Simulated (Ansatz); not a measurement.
InP:

```
CELL_PARAMETERS angstrom
0.00000 2.93050 2.93050
2.93050 0.00000 2.93050
2.93050 2.93050 0.00000
ATOMIC_POSITIONS crystal
In 0.00000 0.00000 0.00000
P 0.75000 0.75000 0.75000
```

Program: Ansatz 0.2.0. Alike in all runs: potentials or basis Ansatz PAW; no spin polarisation; cell as given.

Problem. Order these runs on this cell by their band gap on the k mesh, lowest first.
A. level PBEsol; k mesh 8 × 8 × 8; cutoff (eV) 420; smearing fermi-dirac 0.05 eV; points for each segment of the path 14
B. level r2SCANh; k mesh 5 × 5 × 5; cutoff (eV) 500; smearing fermi-dirac 0.1 eV; other keys scf.eigensolver.kind = davidson; basis.precision = f64; …
C. level PBE; k mesh 8 × 8 × 8; cutoff (eV) 250; smearing fermi-dirac 0.05 eV

Solution. A (0.62 eV), C (0.77 eV), B (1.64 eV).

Caveats: spin-orbit coupling is left out, which moves the levels of the heavy elements; the cutoff lies under the one recommended for these potentials (some runs); odd divisions of the mesh miss points on the zone boundary, where band edges often lie, so the gap on the mesh can be too wide (some runs).
